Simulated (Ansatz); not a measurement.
A run of Ansatz 0.2.0 is set up as follows.

File input.yaml:

```yaml
crystal:
  lattice:
    - [0.0, 1.9465, 1.9465]
    - [1.9465, 0.0, 1.9465]
    - [1.9465, 1.9465, 0.0]
  atoms:
    - { symbol: Pd, position: [0.0, 0.0, 0.0] }
hamiltonian:
  xc: pbesol
  pseudopotentials: { kind: paw }
kpoints:
  mp_grid: { grid: [7, 7, 7] }
scf:
  occupations: { method: fermi_dirac, width: 0.05 }
  n_extra_bands: 6
output:
  forces: true
  stress: true
  eigenvalues: true
  dos: { projected: true, de: 0.05, nscf_kmesh: { grid: [11, 11, 11] } }
  write_density: true
  write_potential: true
  elf: true
  volumetric_format: npy
```

Potentials or basis: Ansatz PAW.

The run is started by

```sh
$ ansatz run input.yaml --threads 2 --pin off --max-ram 5632MiB --backend cpu --events-out ev --progress --plain --runs-dir out
```

Task: Predict the band gap on the k mesh.

Result: None (metal or under the smearing width).

Task: Estimate the pressure.

Result: -2.0 GPa.

Task: What does it give for the density of states at the Fermi level?

Result: 1.93 states/eV per cell.

States per cell in windows of 1 eV (zero at the Fermi level; states under -8 eV left out):
| from (eV) | total | Pd 4d |
| --- | --- | --- |
| -8.0 | 0.01 | 0.00 |
| -7.0 | 0.08 | 0.01 |
| -6.0 | 0.55 | 0.41 |
| -5.0 | 1.95 | 1.85 |
| -4.0 | 1.60 | 1.54 |
| -3.0 | 2.19 | 2.07 |
| -2.0 | 1.83 | 1.73 |
| -1.0 | 1.98 | 1.90 |
| 0.0 | 0.44 | 0.31 |
| 1.0 | 0.25 | 0.06 |
| 2.0 | 0.26 | 0.04 |
| 3.0 | 0.26 | 0.02 |
| 4.0 | 0.24 | 0.01 |
| 5.0 | 0.20 | 0.01 |
| 6.0 | 0.13 | 0.00 |
| 7.0 | 0.25 | 0.00 |

Caveat: the k mesh is coarse (spacing up to 0.40 Å⁻¹), so the values aren't converged; the PAW data sets come from PBE, with cores solved anew for the run's functional, which leaves a small shift of forces and pressure.
